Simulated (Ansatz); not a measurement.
MgO: a vibration from a frozen displacement

These are results of DFT r2SCAN, scalar-relativistic, plane waves, PAW in Ansatz 0.2.0, not measurements. Settings: plane waves to 500 eV, k-mesh 10×10×10 (Γ-centred), Gaussian smearing 0.05 eV. No spin polarisation. Energies are free energies at this smearing, counted from the undisturbed cell; pressure is positive in compression.

The starting cell (relaxed at this level):

```yaml
crystal:
  lattice:
    - [0.00000, 2.10211, 2.10211]
    - [2.10211, 0.00000, 2.10211]
    - [2.10211, 2.10211, 0.00000]
  atoms:
    - { symbol: Mg, position: [0.00000, 0.00000, 0.00000] }
    - { symbol: O, position: [0.50000, 0.50000, 0.50000] }
```

Every Mg atom is moved by x along the Cartesian unit vector (0.000, 1.000, 0.000); the cell and all other atoms stay fixed. The cell's volume is 18.58 Å³; the moved atoms weigh 24.305 u together and the others 15.999 u. Some rows repeat others by symmetry and weren't run.

```csv
x (Å),ΔE (meV/cell),total force on the moved atoms along the move (eV/Å),pressure (GPa)
-0.2000,129.02,1.4558,4.2271
-0.1750,95.82,1.2048,3.1975
-0.1500,68.54,0.9823,2.3279
-0.1250,46.52,0.7835,1.6085
-0.1000,29.21,0.6041,1.0308
-0.0750,16.18,0.4400,0.5883
-0.0500,7.12,0.2871,0.2758
-0.0250,1.77,0.1417,0.0897
0.0000,0.00,0.0000,0.0280
0.0250,1.77,-0.1417,0.0897
0.0500,7.12,-0.2871,0.2758
0.0750,16.18,-0.4400,0.5883
0.1000,29.21,-0.6041,1.0308
0.1250,46.52,-0.7835,1.6085
0.1500,68.54,-0.9823,2.3279
0.1750,95.82,-1.2048,3.1975
0.2000,129.02,-1.4558,4.2271
```

Question: What frequency belongs to this motion?

Answer: The force constant is k = −dF/dx = 5.668 eV/Å², from the parabola through x = -0.0250, 0 and 0.0250. In every cell the moved atoms swing against the rest, so the mass is μ = m₁m₂/(m₁ + m₂) = 9.648 u, and ν̃ = 521.5 cm⁻¹ × √(|k|/μ) = 400 cm⁻¹. To first order in x, and within 1 %, the force on every atom lies along the move and, within each of the two groups, in proportion to the atom's mass, so this is itself a mode at the zone centre of this cell, taken without macroscopic field (the transverse frequency in a polar insulator).

Question: How far does the harmonic law reach?

Answer: At x = -0.200 Å, kx²/2 = 113.36 meV against the computed 129.02 meV (+13.8 %): the well stiffens in this direction at large amplitude.

Question: The pressure changes with x². What does that say about the frequency under compression?

Answer: With E = k(V)x²/2, k ∝ V^(−2γ) and x scaling with the cell as V^(1/3), P − P0 = −∂E/∂V = (2γ − 2/3) ΔE/V. At x = 0.0500 Å, V(P − P0) = 18.58 × 0.24782 / 160.2 eV = 28.74 meV and ΔE = 7.12 meV, so γ = 1/3 + V(P − P0)/(2ΔE) = 2.35. This is the Grüneisen parameter of the motion under uniform scaling of the cell: shrinking the cell evenly by 1 % in volume raises the frequency by about 2.35 %.

Cost: 9 runs of about 0.8 core-minutes in all, on Arm Neoverse V1 (shared hosts).